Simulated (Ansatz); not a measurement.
Bi:

```xyz
2
Lattice="3.2384 0.0000 0.0000 0.0000 3.2216 0.0000 -0.0805 0.0000 6.4439" Properties=species:S:1:pos:R:3 pbc="T T T"
Bi    1.7022    0.0000    4.8302
Bi    1.4558    0.0000    1.6137
```

This isn't the form of Bi at room conditions, which is rhombohedral.

```yaml
Program: Ansatz 0.2.0
Task: relaxation of cell and atoms
Functional: PBEsol
Dispersion: D4
Potentials_or_basis: Ansatz PAW
Cutoff: "420 eV (not typed: the program's choice for these potentials)"
k_mesh: 8 × 8 × 4
Occupations: fermi-dirac, width 0.05 eV
Spin: no spin polarisation
```

At the start: volume 33.61 Å³/atom.

Problem. How do energy, volume and symmetry change on relaxing?

Solution. It ends after 11 steps and the volume is 31.53 Å³/atom (-6.2 %); space group Pmma (No. 51, to 0.05 Å).

The path:
```csv
step,energy change (eV),largest force (eV/Å),volume (Å³)
1,0.0000,0.0126,67.23
2,-0.0117,0.0268,63.61
3,-0.0176,0.0147,64.82
4,-0.0196,0.0129,64.76
5,-0.0196,0.0121,64.76
6,-0.0298,0.0269,64.20
7,-0.0369,0.0429,63.50
8,-0.0522,0.0296,62.93
9,-0.0532,0.0087,63.29
10,-0.0536,0.0041,63.06
11,-0.0530,0.0042,63.06
```

Final structure:
```
Bi
1.0
     3.28973    0.00000    0.02139
     0.00000    3.22022    0.00000
    -0.03916    0.00000    5.95224
Bi
2
Direct
  0.68750 0.00000 0.75001
  0.31250 0.00000 0.24999
```

Caveat: the plane-wave basis is chosen anew once the cell has moved, so the energies of steps on either side of that aren't comparable; pairwise dispersion overbinds metals, which lowers pressure and volume; the PAW data sets come from PBE, with cores solved anew for the run's functional, which leaves a small shift of forces and pressure.
